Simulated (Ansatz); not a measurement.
# Be: the cost of one run

Computed with Ansatz 0.2.0 (DFT PBE, scalar-relativistic, plane waves, PAW, unless a step's input says otherwise).

### 1 The system as given

It takes space group P3_121 (No. 152, trigonal). The conventional cell has a = 2.913 Å, b = 2.913 Å, c = 3.305 Å, α = 90.00°, β = 90.00°, γ = 120.00°. Be (site symmetry 2) has 2 Be at 1.58 Å as nearest neighbours.

As a file:

```
CELL_PARAMETERS angstrom
2.91321 0.00000 0.00000
-1.45661 2.52291 0.00000
0.00000 0.00000 3.30514
ATOMIC_POSITIONS crystal
Be 0.22540 0.00000 0.33333
Be 0.00000 0.22540 0.66667
Be 0.77460 0.77460 0.00000
```

This is candidate A: trigonal selenium type (P3_121, No. 152).

(A quick probe on a coarse mesh, which set the mesh and smearing, is not shown.)

### 3 Rough relaxation on the coarse mesh (candidate A)

input.yaml

```yaml
crystal:
  lattice:
    - [2.9132112873, 0.0, 0.0]
    - [-1.4566056437, 2.5229149814, 0.0]
    - [0.0, 0.0, 3.3051357248]
  atoms:
    - { symbol: Be, position: [0.2254, 0.0, 0.3333333333] }
    - { symbol: Be, position: [0.0, 0.2254, 0.6666666667] }
    - { symbol: Be, position: [0.7746, 0.7746, 0.0] }
basis:
  ecutwfc: 420
kpoints:
  mp_grid: { grid: [6, 6, 6] }
hamiltonian:
  xc: pbe
scf:
  occupations: { method: gaussian, width: 0.1 }
  lower_state_search: "off"
output:
  forces: true
  stress: true
  eigenvalues: true
relax:
  adjacent_minimum: "off"
  f_tol: 0.04
  max_steps: 70
  cell: { stress_tol: 0.4 }
```

What time and memory should one allow on 1 thread of an x86-64 CPU, shared host?

About 8.8 s, with a peak of 0.37 GiB.
